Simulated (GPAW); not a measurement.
PbSe (Clausthalite): single point with TB-mBJ

**Experimental background.**

A printed reference work, monograph reports, for a bulk crystal of PbSe at 4.2 K: band gap 0.15 eV (direct).

Crystal: PbSe (Clausthalite).

```
Pb Se
1.0
     0.00000    3.06065    3.06065
     3.06065    0.00000    3.06065
     3.06065    3.06065    0.00000
Pb Se
1 1
Direct
  0.00000 0.00000 0.00000
  0.50000 0.50000 0.50000
```

- Program: GPAW 26.7.0
- Task: single point
- Functional: TB-mBJ
- Potentials or basis: GPAW PAW data sets for LDA (gpaw-data 1.2.1)
- Cutoff: 600 eV
- Basis: pw
- k mesh: 8 × 8 × 8
- Occupations: fermi-dirac, width 0.05 eV
- Spin: no spin polarisation
- Maxiter: 150

```json
{
 "Band gap on the k mesh": "0.78 eV, direct"
}
```

Levels at points of the mesh, in eV from the valence-band top:
| k point | band 6 | band 7 | band 8 | band 9 | band 10 | band 11 | band 12 | band 13 | band 14 | band 15 |
| --- | --- | --- | --- | --- | --- | --- | --- | --- | --- | --- |
| (0.00, 0.00, 0.00) | -13.59 | -5.87 | -2.10 | -2.10 | -2.10 | 5.05 | 5.05 | 5.05 | 6.58 | 6.58 |
| (0.50, 0.50, 0.00) | -12.23 | -7.00 | -4.98 | -3.36 | -3.36 | 4.01 | 5.92 | 5.92 | 6.41 | 10.86 |
| (0.50, 0.50, 0.50) | -12.58 | -8.53 | -1.75 | -1.75 | 0.00 | 0.78 | 1.92 | 1.92 | 9.19 | 10.11 |

Wall time 59 s on 1 thread of AMD EPYC 7R43 64-Core Processor (Zen 3), with other jobs on the host, peak memory 0.33 GiB.

Against the measured gap of PbSe, 0.15 eV (direct; 4.2 K; a printed reference work, monograph), the calculated 0.78 eV is off by +0.63 eV. 2 values of this kind are on record (0.15 to 0.28 eV); this one was drawn at random. Spin-orbit coupling on Pb, Se is left out. The value is that of TB-mBJ on a finite k mesh, which can miss the band edges, without temperature or zero-point motion.

Caveat: a model potential gives levels but no total energy; spin-orbit coupling is left out, which as a rule narrows the gap of such compounds by several tenths of an eV.
